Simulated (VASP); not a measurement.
# Mo (Im-3m) in VASP: further runs

The runs below take Mo through relaxation of cell and atoms, with PBEsol.

All numbers are computed with VASP 6.6.1; they aren't measurements. Logs are shortened: lines on timing, memory, paths and dates and some standing lists are left out, and cuts for length are marked.

**1. The crystal as given**

Symmetry: Im-3m, No. 229, cubic system. The conventional cell has a = 3.147 Å, b = 3.147 Å, c = 3.147 Å, α = 90.00°, β = 90.00°, γ = 90.00°. Mo (site symmetry m-3m) has 8 Mo at 2.73 Å as nearest neighbours.

**2. Relaxation of cell and atoms, PBEsol**

INCAR reads:

```
PREC     = Accurate       # precision mode
ENCUT    = 520            # plane-wave cutoff, eV
EDIFF    = 1E-7           # SCF threshold, eV
ISMEAR   = 0              # smearing method
SIGMA    = 0.1            # smearing width, eV
LREAL    = F              # projectors in reciprocal space
LASPH    = T              # aspherical terms in the spheres
NELM     = 100            # most SCF steps
ALGO     = Normal         # electronic algorithm
ISIF     = 3              # what is computed and relaxed
LWAVE    = F              # write WAVECAR
LCHARG   = F              # write CHGCAR
GGA      = PS             # functional
IBRION   = 2              # ionic algorithm
NSW      = 80             # ionic steps
EDIFFG   = -0.002         # ionic threshold
KPAR     = 4
```

KPOINTS reads:

```
regular mesh
0
Gamma
  18 18 18
```

POSCAR reads:

```
Mo
1.0
   -1.5734150000      1.5734150000      1.5734150000
    1.5734150000     -1.5734150000      1.5734150000
    1.5734150000      1.5734150000     -1.5734150000
Mo
1
Direct
    0.0000000000      0.0000000000      0.0000000000
```

Potentials or basis: VASP PAW PBE potentials, release 64 (Mo_sv).

Started as:

```sh
> cat potpaw_PBE.64/Mo_sv/POTCAR > POTCAR
> mpirun -np 4 vasp_std > vasp.out
```

OUTCAR:

```text
PREC = Accurate
   ENCUT = 520
   EDIFF = 1E-7
   ISMEAR = 0
   LREAL = F
   LASPH = T
   NELM = 100
   ISIF = 3
   GGA = PS
   IBRION = 2
   NSW = 80
   EDIFFG = -0.002

 ion  position               nearest neighbor table
   1  0.000  0.000  0.000-

  LATTYP: Found a body centered cubic cell.
 ALAT       =     3.1468300000

  Lattice vectors:

 A1 = (  -1.5734150000,   1.5734150000,   1.5734150000)
 A2 = (   1.5734150000,  -1.5734150000,   1.5734150000)
 A3 = (   1.5734150000,   1.5734150000,  -1.5734150000)

Analysis of symmetry for initial positions (statically):
=====================================================================
 Subroutine PRICEL returns:
 Original cell was already a primitive cell.

 Routine SETGRP: Setting up the symmetry group for a
 body centered cubic supercell.

 Subroutine GETGRP returns: Found 48 space group operations
 (whereof 48 operations were pure point group operations)
 out of a pool of 48 trial point group operations.

The static configuration has the point symmetry O_h .

Analysis of symmetry for dynamics (positions and initial velocities):
=====================================================================
 Subroutine PRICEL returns:
 Original cell was already a primitive cell.

 Routine SETGRP: Setting up the symmetry group for a
 body centered cubic supercell.

 Subroutine GETGRP returns: Found 48 space group operations
 (whereof 48 operations were pure point group operations)
 out of a pool of 48 trial point group operations.

The dynamic configuration has the point symmetry O_h .

 Subroutine INISYM returns: Found 48 space group operations
 (whereof 48 operations are pure point group operations),
 and found     1 'primitive' translations

----------------------------------------------------------------------------------------

                                     Primitive cell

  volume of cell :      15.5808

  direct lattice vectors                    reciprocal lattice vectors
    -1.573415000  1.573415000  1.573415000     0.000000000  0.317780115  0.317780115
     1.573415000 -1.573415000  1.573415000     0.317780115  0.000000000  0.317780115
     1.573415000  1.573415000 -1.573415000     0.317780115  0.317780115  0.000000000

  length of vectors
     2.725234721  2.725234721  2.725234721     0.449408949  0.449408949  0.449408949

  position of ions in fractional coordinates (direct lattice)
     0.000000000  0.000000000  0.000000000

  ion indices of the primitive-cell ions
   primitive index   ion index
                 1           1

----------------------------------------------------------------------------------------

 KPOINTS: regular mesh

Automatic generation of k-mesh.
 Grid dimensions read from file:
 generate k-points for:   18   18   18

 Generating k-lattice:

  Cartesian coordinates                     Fractional coordinates (reciprocal lattice)
     0.000000000  0.017654451  0.017654451     0.055555556  0.000000000  0.000000000
     0.017654451  0.000000000  0.017654451     0.000000000  0.055555556  0.000000000
     0.017654451  0.017654451  0.000000000     0.000000000  0.000000000  0.055555556

  Length of vectors
     0.024967164  0.024967164  0.024967164

  Shift w.r.t. Gamma in fractional coordinates (k-lattice)
     0.000000000  0.000000000  0.000000000

 Subroutine IBZKPT returns following result:
 ===========================================

 Found    195 irreducible k-points:

 Following reciprocal coordinates:
            Coordinates               Weight
  0.000000  0.000000  0.000000      1.000000
  0.055556  0.000000  0.000000     12.000000
  0.111111  0.000000  0.000000     12.000000
  0.166667  0.000000  0.000000     12.000000
  0.222222  0.000000  0.000000     12.000000
  0.277778  0.000000  0.000000     12.000000
[... 16 lines left out ...]
  0.333333  0.111111 -0.000000     48.000000
  0.388889  0.111111  0.000000     48.000000
 [... further k-points ...]
   k-points           NKPTS =    195   k-points in BZ     NKDIM =    195   number of bands    NBANDS=     11
   number of dos      NEDOS =    301   number of ions     NIONS =      1
   total plane-waves  NPLWV =   8000
   dimension x,y,z NGX =    20 NGY =   20 NGZ =   20
   dimension x,y,z NGXF=    40 NGYF=   40 NGZF=   40
   ions per type =               1
   NGX,Y,Z   is equivalent  to a cutoff of  12.20, 12.20, 12.20 a.u.
   NGXF,Y,Z  is equivalent  to a cutoff of  24.40, 24.40, 24.40 a.u.
 SYSTEM =  unknown system
   PREC   = accura    normal or accurate (medium, high low for compatibility)
   ISTART =      0    job   : 0-new  1-cont  2-samecut
   ICHARG =      2    charge: 1-file 2-atom 10-const
   ISPIN  =      1    spin polarized calculation?
   LNONCOLLINEAR =      F non collinear calculations
   LSORBIT =      F    spin-orbit coupling
   LASPH  =      T    aspherical Exc in radial PAW
   ENCUT  =  520.0 eV  38.22 Ry    6.18 a.u.   5.07  5.07  5.07*2*pi/ulx,y,z
   NELM   =    100;   NELMIN=  2; NELMDL= -5     # of ELM steps
   EDIFF  = 0.1E-06   stopping-criterion for ELM
   LREAL  =      F    real-space projection
   EDIFFG = -.2E-02   stopping-criterion for IOM
   NSW    =     80    number of steps for IOM
   IBRION =      2    ionic relax: 0-MD 1-quasi-New 2-CG
   NFREE  =      1    steps in history (QN), initial steepest desc. (CG)
   ISIF   =      3    stress and relaxation
   ISYM   =      2    0-nonsym 1-usesym 2-fastsym
   POTIM  = 0.5000    time-step for ionic-motion
   TEBEG  =    0.0;   TEEND  =   0.0 temperature during run
   PSTRESS=    0.0 pullay stress
   NELECT =      14.0000    total number of electrons
   NUPDOWN=      -1.0000    fix difference up-down
   EMIN   =  10.00;   EMAX   =-10.00  energy-range for DOS
   EFERMI =   0.00;   METHOD = LEGACY
   ISMEAR =     0;   SIGMA  =   0.10  broadening in eV -4-tet -1-fermi 0-gaus
   EFERMI_NEDOS =   21; number of points for ismear=-14 and -15
   IALGO  =     38    algorithm
   IMIX   =      4    mixing-type and parameters
     AMIX     =   0.40;   BMIX     =  1.00
     AMIX_MAG =   1.60;   BMIX_MAG =  1.00
  volume/ion in A,a.u.               =      15.58       105.14
  Fermi-wavevector in a.u.,A,eV,Ry     =   1.579747  2.985289 33.954710  2.495601
  Thomas-Fermi vector in A             =   2.680079
   LORBIT       =      0    0 simple, 1 ext, 2 COOP (PROOUT), +10 PAW based schemes
   GGA     = PS    functional components
   LHFCALC =     F    Hartree Fock is set to
   AEXX    =    0.0000 exact exchange contribution
   IVDW    =     0    specifies the selected vdW correction
   LEPSILON=     F    determine dielectric tensor
   LRPA    =     F    only Hartree local field effects (RPA)
 conjugate gradient relaxation of ions
 non-spin polarized calculation
 Gauss-broadening in eV      SIGMA  =   0.10
  energy-cutoff  :      520.00
  volume of cell :       15.58
 maximum number of plane-waves:       432
   NGX = 11   NGY = 11   NGZ = 11

--------------------------------------- Ionic step        1  -------------------------------------------

 number of electron      14.0000001 magnetization

 Free energy of the ion-electron system (eV)
  ---------------------------------------------------
  ext. energy  EPLUGINS =         0.00000000
  ---------------------------------------------------
  free energy    TOTEN  =       -11.77524819 eV

  energy without entropy =      -11.77275968  energy(sigma->0) =      -11.77400393

------------------------ aborting loop because EDIFF is reached ----------------------------------------

  FORCE on cell =-STRESS in cart. coord.  units (eV):
  Direction    XX          YY          ZZ          XY          YZ          ZX
  --------------------------------------------------------------------------------------
  -------------------------------------------------------------------------------------
  Total       -0.3917499     -0.3917499     -0.3917499      0.0000000     -0.0000000      0.0000000
  in kB      -40.2837225    -40.2837225    -40.2837225      0.0000000     -0.0000000      0.0000000
  external PRESSURE =     -40.2837225 kB  Pullay stress =       0.0000000 kB
[... 90 lines left out ...]
  energy  without entropy=      -11.7758402582  energy(sigma->0) =      -11.77700755

--------------------------------------- Ionic step        4  -------------------------------------------

 number of electron      13.9999998 magnetization

 Free energy of the ion-electron system (eV)
  ---------------------------------------------------
  ext. energy  EPLUGINS =         0.00000000
  ---------------------------------------------------
  free energy    TOTEN  =       -11.77817566 eV

  energy without entropy =      -11.77584400  energy(sigma->0) =      -11.77700983

 E-fermi :  12.7775     XC(G=0): -13.6313

 val. band max:       12.7767471756   @ k =  -0.3889   0.4444   0.2778
 cond. band min:      12.7795621144   @ k =   0.3889   0.1111   0.0000
 fundamental gap:      0.0028149388
 Fermi energy:        12.7774889201

 k-point     1 :       0.0000    0.0000    0.0000
  band No.  band energies     occupation
      1     -48.4378      2.00000
      2     -21.6816      2.00000
      3     -21.6816      2.00000
      4     -21.6816      2.00000
      5       5.4140      2.00000
      6      11.3565      2.00000
      7      11.3565      2.00000
      8      11.3565      2.00000
      9      14.4392      0.00000
     10      14.4392      0.00000
     11      27.5932      0.00000
[... 309 lines left out ...]
 k-point    24 :       0.3889    0.1111    0.0000
  band No.  band energies     occupation
      1     -48.1507      2.00000
      2     -23.0827      2.00000
      3     -22.1982      2.00000
      4     -21.7597      2.00000
      5       7.7219      2.00000
      6       9.4233      2.00000
      7      12.7796      0.97661
      8      14.3549      0.00000
      9      15.5292      0.00000
     10      18.3104      0.00000
     11      24.6980      0.00000

 [... further k-points ...]

------------------------ aborting loop because EDIFF is reached ----------------------------------------

  FORCE on cell =-STRESS in cart. coord.  units (eV):
  Direction    XX          YY          ZZ          XY          YZ          ZX
  --------------------------------------------------------------------------------------
  -------------------------------------------------------------------------------------
  Total        0.0014725      0.0014725      0.0014725     -0.0000000     -0.0000000      0.0000000
  in kB        0.1536842      0.1536842      0.1536842     -0.0000000     -0.0000000      0.0000000
  external PRESSURE =       0.1536842 kB  Pullay stress =       0.0000000 kB
[... 16 lines left out ...]
  FREE ENERGIE OF THE ION-ELECTRON SYSTEM (eV)
  ---------------------------------------------------
  free  energy   TOTEN  =       -11.7781756633 eV

  energy  without entropy=      -11.7758439965  energy(sigma->0) =      -11.77700983

 reached required accuracy - stopping structural energy minimisation
```

Wall time 35 s (4 MPI ranks of AMD EPYC 7R43 (Zen 3), shared host); peak memory 0.12 GiB.

What came out:

```
Free energy                            : -11.7782 eV
Relaxed volume                         : 15.35 Å³/atom
Relaxed cell                           : a = 2.712 Å, b = 2.712 Å, c = 2.712 Å, α = 109.47°, β = 109.47°, γ = 109.47°
Space group after relaxing (to 0.05 Å) : Im-3m (No. 229)
Energy gained by relaxing              : 2.9 meV/atom
Ionic steps                            : 4
Pressure after relaxing                : 0.0 GPa
Band gap on the k mesh                 : none (metal or under the smearing width)
```

The path:
| step | energy change (eV) | largest force (eV/Å) | pressure (GPa) | volume (Å³) |
| --- | --- | --- | --- | --- |
| 1 | 0.0000 | 0.0000 | -4.03 | 15.58 |
| 2 | 0.0221 | 0.0000 | 13.07 | 14.71 |
| 3 | -0.0029 | 0.0000 | -0.07 | 15.36 |
| 4 | -0.0029 | 0.0000 | 0.02 | 15.35 |

Final structure:
```yaml
crystal:
  lattice:
    - [-1.56563, 1.56563, 1.56563]
    - [1.56563, -1.56563, 1.56563]
    - [1.56563, 1.56563, -1.56563]
  atoms:
    - { symbol: Mo, position: [0.00000, 0.00000, 0.00000] }
```

Caveat: the PAW data sets were made with another functional, which shifts forces and pressure a little.

**3. Relaxation of cell and atoms, PBEsol**

This run uses another cell than the first one, of 15.35 Å³/atom, 0.985 times its volume.

INCAR is that of step 2.

KPOINTS is that of step 2.

POSCAR reads:

```
Mo                                      
1.0
   -1.5656326601      1.5656326601      1.5656326601
    1.5656326601     -1.5656326601      1.5656326601
    1.5656326601      1.5656326601     -1.5656326601
  Mo            
     1
Direct
     0.0000000000000000    0.0000000000000000    1.0000000000000000
```

Potentials or basis: VASP PAW PBE potentials, release 64 (Mo_sv).

Started as:

```sh
> cat potpaw_PBE.64/Mo_sv/POTCAR > POTCAR
> mpirun -np 4 vasp_std > vasp.out
```

OUTCAR:

```text
PREC = Accurate
   ENCUT = 520
   EDIFF = 1E-7
   ISMEAR = 0
   LREAL = F
   LASPH = T
   NELM = 100
   ISIF = 3
   GGA = PS
   IBRION = 2
   NSW = 80
   EDIFFG = -0.002

 ion  position               nearest neighbor table
   1  0.000  0.000  0.000-

  LATTYP: Found a body centered cubic cell.
 ALAT       =     3.1312653202

  Lattice vectors:

 A1 = (  -1.5656326601,   1.5656326601,   1.5656326601)
 A2 = (   1.5656326601,  -1.5656326601,   1.5656326601)
 A3 = (   1.5656326601,   1.5656326601,  -1.5656326601)

Analysis of symmetry for initial positions (statically):
=====================================================================
 Subroutine PRICEL returns:
 Original cell was already a primitive cell.

 Routine SETGRP: Setting up the symmetry group for a
 body centered cubic supercell.

 Subroutine GETGRP returns: Found 48 space group operations
 (whereof 48 operations were pure point group operations)
 out of a pool of 48 trial point group operations.

The static configuration has the point symmetry O_h .

Analysis of symmetry for dynamics (positions and initial velocities):
=====================================================================
 Subroutine PRICEL returns:
 Original cell was already a primitive cell.

 Routine SETGRP: Setting up the symmetry group for a
 body centered cubic supercell.
[... 222 lines left out ...]

 number of electron      13.9999998 magnetization

 Free energy of the ion-electron system (eV)
  ---------------------------------------------------
  ext. energy  EPLUGINS =         0.00000000
  ---------------------------------------------------
  free energy    TOTEN  =       -11.77805589 eV

  energy without entropy =      -11.77572330  energy(sigma->0) =      -11.77688959

 E-fermi :  12.7761     XC(G=0): -13.6309

 val. band max:       12.7753589978   @ k =  -0.3889   0.4444   0.2778
 cond. band min:      12.7780288151   @ k =   0.3889   0.1111  -0.0000
 fundamental gap:      0.0026698172
 Fermi energy:        12.7760679585

 k-point     1 :       0.0000    0.0000    0.0000
  band No.  band energies     occupation
      1     -48.4391      2.00000
      2     -21.6832      2.00000
      3     -21.6832      2.00000
      4     -21.6832      2.00000
      5       5.4129      2.00000
      6      11.3554      2.00000
      7      11.3554      2.00000
      8      11.3554      2.00000
      9      14.4377      0.00000
     10      14.4377      0.00000
     11      27.5917      0.00000
[... 309 lines left out ...]
 k-point    24 :       0.3889    0.1111   -0.0000
  band No.  band energies     occupation
      1     -48.1521      2.00000
      2     -23.0839      2.00000
      3     -22.1996      2.00000
      4     -21.7613      2.00000
      5       7.7209      2.00000
      6       9.4223      2.00000
      7      12.7780      0.97788
      8      14.3533      0.00000
      9      15.5275      0.00000
     10      18.3083      0.00000
     11      24.6954      0.00000

 [... further k-points ...]

------------------------ aborting loop because EDIFF is reached ----------------------------------------

  FORCE on cell =-STRESS in cart. coord.  units (eV):
  Direction    XX          YY          ZZ          XY          YZ          ZX
  --------------------------------------------------------------------------------------
  -------------------------------------------------------------------------------------
  Total        0.0000714      0.0000714      0.0000714      0.0000000     -0.0000000     -0.0000000
  in kB        0.0074565      0.0074565      0.0074565      0.0000000     -0.0000000     -0.0000000
  external PRESSURE =       0.0074565 kB  Pullay stress =       0.0000000 kB
[... 16 lines left out ...]
  FREE ENERGIE OF THE ION-ELECTRON SYSTEM (eV)
  ---------------------------------------------------
  free  energy   TOTEN  =       -11.7780558917 eV

  energy  without entropy=      -11.7757232964  energy(sigma->0) =      -11.77688959

 reached required accuracy - stopping structural energy minimisation
```

OSZICAR:

```text
N       E                     dE             d eps       ncg     rms          rms(c)
DAV:   1     0.890933332188E+02    0.89093E+02   -0.83060E+03  4362   0.131E+03
DAV:   2    -0.112191258850E+02   -0.10031E+03   -0.96984E+02  4623   0.343E+02
DAV:   3    -0.125257362808E+02   -0.13066E+01   -0.12946E+01  4993   0.388E+01
DAV:   4    -0.125291794308E+02   -0.34431E-02   -0.34418E-02  4668   0.232E+00
[... 17 lines left out ...]
DAV:   1    -0.117780661960E+02   -0.11188E-04   -0.26317E-04  4479   0.233E-01    0.374E-02
DAV:   2    -0.117780561865E+02    0.10009E-04   -0.20417E-05  4458   0.577E-02    0.626E-03
DAV:   3    -0.117780555090E+02    0.67754E-06   -0.31005E-06  4655   0.221E-02    0.573E-03
DAV:   4    -0.117780558882E+02   -0.37920E-06   -0.50813E-08  3053   0.273E-03    0.263E-04
DAV:   5    -0.117780558917E+02   -0.35320E-08   -0.73707E-09  2175   0.115E-03
   3 F= -.11778056E+02 E0= -.11776890E+02  d E =-.903919E-07
```

CONTCAR:

```text
Mo
   1.00000000000000
    -1.5656777642997792    1.5656777642997792    1.5656777642997792
     1.5656777642997792   -1.5656777642997792    1.5656777642997792
     1.5656777642997792    1.5656777642997792   -1.5656777642997792
  Mo
     1
Direct
     0.0000000000000000    0.0000000000000000    0.0000000000000000

  0.00000000E+00  0.00000000E+00  0.00000000E+00
```

It took 19 s on 4 MPI ranks of AMD EPYC 7R43 (Zen 3), shared host; peak memory 0.11 GiB.

What came out:

```yaml
Free_energy: -11.7781 eV
Energy_gained_by_relaxing: 0.0 meV/atom
Ionic_steps: 3
Pressure_after_relaxing: 0.0 GPa
Band_gap_on_the_k_mesh: none (metal or under the smearing width)
```

Final structure:
```cif
data_structure
_symmetry_space_group_name_H-M 'P 1'
_symmetry_Int_Tables_number 1
_cell_length_a 2.7118
_cell_length_b 2.7118
_cell_length_c 2.7118
_cell_angle_alpha 109.471
_cell_angle_beta 109.471
_cell_angle_gamma 109.471
_cell_volume 15.35
loop_
_atom_site_label
_atom_site_type_symbol
_atom_site_fract_x
_atom_site_fract_y
_atom_site_fract_z
_atom_site_occupancy
Mo1 Mo 0.00000 0.00000 0.00000 1
```

Caveat: the PAW data sets were made with another functional, which shifts forces and pressure a little.
